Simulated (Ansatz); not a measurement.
The system is GaN.

```
Ga N
1.0
     3.21154    0.00000    0.00000
    -1.60577    2.78127    0.00000
     0.00000    0.00000   10.35684
Ga N
4 4
Direct
  0.00000 0.00000 0.78587
  0.66667 0.33333 0.03735
  0.33333 0.66667 0.53735
  0.00000 0.00000 0.28587
  0.00000 0.00000 0.09304
  0.66667 0.33333 0.34375
  0.00000 0.00000 0.59304
  0.33333 0.66667 0.84374
```

The cell is a database's computed one.

Base run:

- Program: Ansatz 0.2.0
- Functional: PBE0
- Potentials or basis: Ansatz PAW
- Cutoff: 420 eV
- Density cutoff: 1680 eV
- k mesh: 6 × 6 × 2
- Occupations: fixed
- Spin: no spin polarisation

Its results: band gap on the k mesh 2.60 eV, direct; largest force 0.308 eV/Å.

Task: The run is repeated on the same cell with these changes: functional from PBE0 to HSE06; level from pbe0 to hse06. What comes out?

Result: Band gap on the k mesh 1.94 eV, direct; largest force 0.298 eV/Å.

Caveats: the PAW data sets come from PBE, with cores solved anew for the run's functional, which leaves a small shift of forces and pressure.

Not every run made on this cell is shown here.
